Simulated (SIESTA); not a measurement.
The system is PbO (Litharge).

```xyz
4
Lattice="3.9900 0.0000 0.0000 0.0000 3.9900 0.0000 0.0000 0.0000 5.0100" Properties=species:S:1:pos:R:3 pbc="T T T"
Pb    1.9950    0.0000    3.8076
Pb    0.0000    1.9950    1.2024
O     1.9950    1.9950    0.0000
O     0.0000    0.0000    0.0000
```

Base run:

| Item | Value |
| --- | --- |
| Program | SIESTA 5.4.2 |
| Functional | vdW-DF-cx |
| Potentials or basis | PseudoDojo 0.4 standard (PBE files) |
| Basis | DZP (energy shift 0.003 Ry; two zetas on semicore shells) |
| Grid cutoff | 800 Ry |
| Energy shift | 0.003 Ry |
| k mesh | 7 × 7 × 6 |
| Occupations | fermi-dirac, width 0.05 eV |
| Spin | no spin polarisation |

Its results: band gap on the k mesh 1.38 eV, indirect (least direct gap 2.26 eV); pressure 2.7 GPa; largest force 0.329 eV/Å.

Question: The run is repeated on the same cell with these changes: functional from vdW-DF-cx to BLYP. What comes out?

Answer: Band gap on the k mesh 1.48 eV, indirect (least direct gap 2.37 eV); pressure 9.6 GPa; largest force 0.731 eV/Å.

Caveats: the potentials were made for another functional, which shifts forces and pressure; spin-orbit coupling is left out, which as a rule narrows the gap of such compounds by several tenths of an eV; the mesh misses the band edges, which the band path finds closer together; the basis of atomic orbitals isn't converged, which shifts pressures, moduli and gaps.
